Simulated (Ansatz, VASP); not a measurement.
# GaP in VASP and in Ansatz

The input INCAR:

```
SYSTEM = GaP
  PREC = Accurate
  ENCUT = 520
  EDIFF = 1E-7
  ISMEAR = -1
  SIGMA = 0.05
  LREAL = .False.
  LASPH = .True.
  NELM = 100
  ALGO = Normal
  ISIF = 2
  LWAVE = .False.
  LCHARG = .False.
  GGA = RE
  NBANDS = 16
```

Contents of KPOINTS:

```
Automatic mesh
0
Gamma
  8 8 8
  0 0 0
```

POSCAR

```
GaP
1.0
    0.0000000000      2.7252500000      2.7252500000
    2.7252500000      0.0000000000      2.7252500000
    2.7252500000      2.7252500000      0.0000000000
Ga P
1 1
Direct
    0.0000000000      0.0000000000      0.0000000000
    0.7500000000      0.7500000000      0.7500000000
```

The input input.yaml:

```yaml
crystal:
  lattice:
    - [0.0, 2.72525, 2.72525]
    - [2.72525, 0.0, 2.72525]
    - [2.72525, 2.72525, 0.0]
  atoms:
    - { symbol: Ga, position: [0.0, 0.0, 0.0] }
    - { symbol: P, position: [0.75, 0.75, 0.75] }
kpoints:
  mp_grid: { grid: [8, 8, 8] }
  band_path:
    path:
      - [0.0, 0.0, 0.0]
      - [0.5, 0.0, 0.5]
      - [0.5, 0.25, 0.75]
      - [0.375, 0.375, 0.75]
      - [0.0, 0.0, 0.0]
      - [0.5, 0.5, 0.5]
      - [0.625, 0.25, 0.625]
      - [0.5, 0.25, 0.75]
    npoints: 6
scf:
  occupations: { method: fermi_dirac, width: 0.05 }
hamiltonian:
  xc: revpbe
  pseudopotentials: { kind: all_electron, lapw: { basis_error: 0.001 } }
output:
  forces: true
  stress: true
  eigenvalues: true
```

Alike in both runs: functional revPBE; k mesh 8 × 8 × 8; occupations fermi-dirac, width 0.05 eV; no spin polarisation.

```csv
,VASP,Ansatz
version,VASP 6.6.1,Ansatz 0.2.0
potentials or method,"VASP PAW PBE potentials, release 64 (Ga_d, P)","all-electron LAPW, scalar-relativistic"
plane-wave cutoff (eV),520,see its input
task,single point,band structure
```

|  | VASP | Ansatz | Ansatz less VASP |
| --- | --- | --- | --- |
| gap on the k mesh at the Fermi level (eV) | 1.70 | 1.71 | +0.007 |
| least direct gap on the mesh (eV) | 1.93 | 1.93 | +0.004 |
| pressure (GPa) | 3.9 | 4.0 | +0.06 |

Ansatz ran all-electron here, so the differences hold the error of VASP's frozen core and of both bases.

Caveats: the PAW data sets were made with another functional, which shifts forces and pressure a little (VASP). A k mesh can miss the band edges. Expect the measured gap to be larger: semilocal functionals such as revPBE lack the derivative discontinuity.
